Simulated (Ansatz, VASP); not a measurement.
**AgCl: VASP beside Ansatz**

The input INCAR:

```
SYSTEM = AgCl
ALGO     = Normal         ! electronic algorithm
EDIFF    = 1E-6           ! SCF threshold, eV
ENCUT    = 520            ! plane-wave cutoff, eV
GGA      = PE             ! functional
ISIF     = 2              ! what is computed and relaxed
ISMEAR   = 0              ! smearing method
LASPH    = .TRUE.         ! aspherical terms in the spheres
LCHARG   = .FALSE.        ! write CHGCAR
LREAL    = .FALSE.        ! projectors in reciprocal space
LWAVE    = .FALSE.        ! write WAVECAR
NBANDS   = 16             ! bands
NELM     = 80             ! most SCF steps
PREC     = Accurate       ! precision mode
SIGMA    = 0.01           ! smearing width, eV
```

The input KPOINTS:

```
k-points
0
G
  6 6 6
  0 0 0
```

Contents of POSCAR:

```
AgCl
1.0
    0.0000000000      3.0293613541      3.0293613541
    3.0293613541      0.0000000000      3.0293613541
    3.0293613541      3.0293613541      0.0000000000
Ag Cl
1 1
Direct
    0.0000000000      0.0000000000      0.0000000000
    0.2500000000      0.2500000000      0.2500000000
```

Input for Ansatz:

```yaml
crystal:
  lattice:
    - [0.0, 3.0293613541, 3.0293613541]
    - [3.0293613541, 0.0, 3.0293613541]
    - [3.0293613541, 3.0293613541, 0.0]
  atoms:
    - { symbol: Ag, position: [0.0, 0.0, 0.0] }
    - { symbol: Cl, position: [0.25, 0.25, 0.25] }
kpoints:
  mp_grid: { grid: [6, 6, 6] }
hamiltonian:
  xc: pbe
scf:
  occupations: { method: fixed }
  n_extra_bands: 4
output:
  forces: true
  stress: true
  eigenvalues: true
```

Alike in both runs: task single point; functional PBE; k mesh 6 × 6 × 6; no spin polarisation.

|  | VASP | Ansatz |
| --- | --- | --- |
| version | VASP 6.6.1 | Ansatz 0.2.0 |
| potentials or method | VASP PAW PBE potentials, release 64 (Ag, Cl) | plane waves, PAW |
| plane-wave cutoff (eV) | 520 | 420 |
| occupations | gaussian, width 0.01 eV | fixed |
| valence electrons in the cell | 18 | 26 |

VASP gave:

```
gap on the k mesh at the Fermi level (eV) : 1.29
pressure (GPa)                            : -0.1
```

Task: What did Ansatz give for the same quantities?

Result: gap on the k mesh at the Fermi level (eV): 1.29; pressure (GPa): 0.0.

The two sets of potentials don't hold the same shells in valence.
